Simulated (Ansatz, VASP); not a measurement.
**Cu: VASP beside Ansatz**

The input INCAR:

```
  PREC = Accurate
  ENCUT = 520
  EDIFF = 1E-6
  ISMEAR = -1
  SIGMA = 0.1
  LREAL = False
  LASPH = True
  NELM = 60
  ALGO = Normal
  ISIF = 2
  LWAVE = False
  LCHARG = True
  GGA = PS
  LELF = True
  LVHAR = True
  NBANDS = 12
```

KPOINTS

```
regular mesh
0
Gamma
  14 14 14
```

Contents of POSCAR:

```
Cu
1.0
    0.0000000000      1.8075000000      1.8075000000
    1.8075000000      0.0000000000      1.8075000000
    1.8075000000      1.8075000000      0.0000000000
Cu
1
Direct
    0.0000000000      0.0000000000      0.0000000000
```

Input for Ansatz:

```yaml
crystal:
  lattice:
    - [0.0, 1.8075, 1.8075]
    - [1.8075, 0.0, 1.8075]
    - [1.8075, 1.8075, 0.0]
  atoms:
    - { symbol: Cu, position: [0.0, 0.0, 0.0] }
basis:
  ecutwfc: 500.0
kpoints:
  mp_grid:
    grid: [14, 14, 14]
hamiltonian:
  xc: pbesol
scf:
  occupations:
    method: fermi_dirac
    width: 0.1
output:
  stress: true
```

Alike in both runs: task single point; functional PBEsol; k mesh 14 × 14 × 14; occupations fermi-dirac, width 0.1 eV; no spin polarisation.

```csv
,VASP,Ansatz
version,VASP 6.6.1,Ansatz 0.2.0
potentials or method,"VASP PAW PBE potentials, release 64 (Cu)","plane waves, PAW"
plane-wave cutoff (eV),520,500
valence electrons in the cell,11,19
```

Ansatz gave:

| Property | Result |
| --- | --- |
| pressure (GPa) | -6.4 |

Which values does VASP return?

Pressure (GPa): -5.7.

The two sets of potentials don't hold the same shells in valence.

Caveats: the PAW data sets were made with another functional, which shifts forces and pressure a little (VASP).
